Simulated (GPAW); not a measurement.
Crystal: In.

```xyz
2
Lattice="3.3355 0.0000 0.0000 -1.6677 2.8886 0.0000 0.0000 0.0000 5.5091" Properties=species:S:1:pos:R:3 pbc="T T T"
In    1.6677    0.9629    4.1319
In    0.0000    1.9257    1.3773
```

This isn't the form of In at room conditions, which is tetragonal.

```yaml
Program: GPAW 26.7.0
Task: relaxation of cell and atoms
Functional: PBEsol
Dispersion: D3(BJ)+ATM
Potentials_or_basis: PAW data sets generated in the run's folder for this functional
Cutoff: 600 eV
Basis: pw
k_mesh: 8 × 8 × 4
Occupations: fermi-dirac, width 0.05 eV
Spin: no spin polarisation
```

At the start: pressure -3.7 GPa; volume 26.54 Å³/atom.

**Question.** Where does the relaxation end?

**Answer.** Over 10 steps the energy falls by 43.8 meV/atom and the volume is 24.56 Å³/atom (-7.5 %); space group P6_3/mmc (No. 194, to 0.05 Å).

Step by step:
| step | energy change (eV) | largest force (eV/Å) | pressure (GPa) | volume (Å³) |
| --- | --- | --- | --- | --- |
| 1 | 0.0000 | 0.0000 | -3.67 | 53.08 |
| 2 | -0.0152 | 0.0000 | -3.25 | 52.39 |
| 3 | -0.0622 | 0.0000 | 1.35 | 47.41 |
| 4 | -0.0666 | 0.0000 | 0.09 | 48.46 |
| 5 | -0.0684 | 0.0000 | 0.07 | 48.48 |
| 6 | -0.0784 | 0.0000 | 0.15 | 48.54 |
| 7 | 0.0286 | 0.0001 | 1.64 | 49.18 |
| 8 | -0.0873 | 0.0001 | 0.07 | 49.10 |
| 9 | -0.0876 | 0.0000 | 0.00 | 49.08 |
| 10 | -0.0876 | 0.0000 | 0.00 | 49.12 |

Final structure:
```xyz
2
Lattice="3.1620 0.0000 0.0000 -1.5810 2.7384 0.0000 0.0000 0.0000 5.6724" Properties=species:S:1:pos:R:3 pbc="T T T"
In    1.5810    0.9128    4.2543
In    0.0000    1.8256    1.4181
```

Caveat: later steps reuse the first step's grids; pairwise dispersion overbinds metals, which lowers pressure and volume.
